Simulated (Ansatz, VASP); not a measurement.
One calculation of LiH, two programs

```
CELL_PARAMETERS angstrom
0.00000 2.14485 2.14485
2.14485 0.00000 2.14485
2.14485 2.14485 0.00000
ATOMIC_POSITIONS crystal
Li 0.00000 0.00000 0.00000
H 0.25000 0.25000 0.25000
```

Alike in both runs: task electric field gradients; functional PBE; k mesh 18 × 18 × 18; occupations fermi-dirac, width 0.05 eV; no spin polarisation.

```csv
,VASP,Ansatz
version,VASP 6.6.1,Ansatz 0.2.0
potentials or method,"VASP PAW PBE potentials, release 64 (Li_sv, H)","PAW with Ansatz's default frozen-core files, scalar-relativistic"
plane-wave cutoff (eV),520,420
valence electrons in the cell,4,4
```

|  | VASP | Ansatz | Ansatz less VASP |
| --- | --- | --- | --- |
| gap on the k mesh at the Fermi level (eV) | 4.21 | 4.21 | -0.006 |
| Vzz of the field gradient on the site that differs most (V/Å²) | 0.0 | 0.0 | 0.00 |

 A k mesh can miss the band edges. As with any semilocal functional, this PBE gap is likely too small.
